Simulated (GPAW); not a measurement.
Pb:

```
CELL_PARAMETERS angstrom
3.48000 0.00000 0.00000
-1.74000 3.01377 0.00000
0.00000 0.00000 5.59000
ATOMIC_POSITIONS crystal
Pb 0.66667 0.33333 0.75000
Pb 0.33333 0.66667 0.25000
```

This isn't the form of Pb at room conditions, which is fcc.

- Program: GPAW 26.7.0
- Task: relaxation of cell and atoms
- Functional: PBE
- Potentials or basis: GPAW PAW data sets (gpaw-data 1.2.1)
- Cutoff: 600 eV
- Basis: pw
- k mesh: 7 × 7 × 4
- Occupations: fermi-dirac, width 0.05 eV
- Spin: no spin polarisation

At the start: pressure 3.5 GPa; volume 29.31 Å³/atom.

Task: Where does the relaxation end?

Result: Over 8 steps the energy falls by 22.4 meV/atom and the volume is 31.54 Å³/atom (+7.6 %); space group P6_3/mmc (No. 194, to 0.05 Å).

The path:
```
step  energy change (eV)  largest force (eV/Å)  pressure (GPa)  volume (Å³)
   1              0.0000                0.0000            3.52        58.63
   2             -0.0161                0.0000            2.74        59.44
   3             -0.0443                0.0000            0.25        62.62
   4             -0.0445                0.0000            0.01        62.99
   5             -0.0446                0.0000           -0.03        63.06
   6             -0.0446                0.0000           -0.07        63.13
   7             -0.0447                0.0000           -0.07        63.14
   8             -0.0448                0.0000           -0.03        63.08
```

Final structure:
```
Pb
1.0
     3.58147    0.00000    0.00000
    -1.79074    3.10165    0.00000
     0.00000    0.00000    5.67831
Pb
2
Direct
  0.66667 0.33333 0.75000
  0.33333 0.66667 0.25000
```

Caveat: later steps reuse the first step's grids.
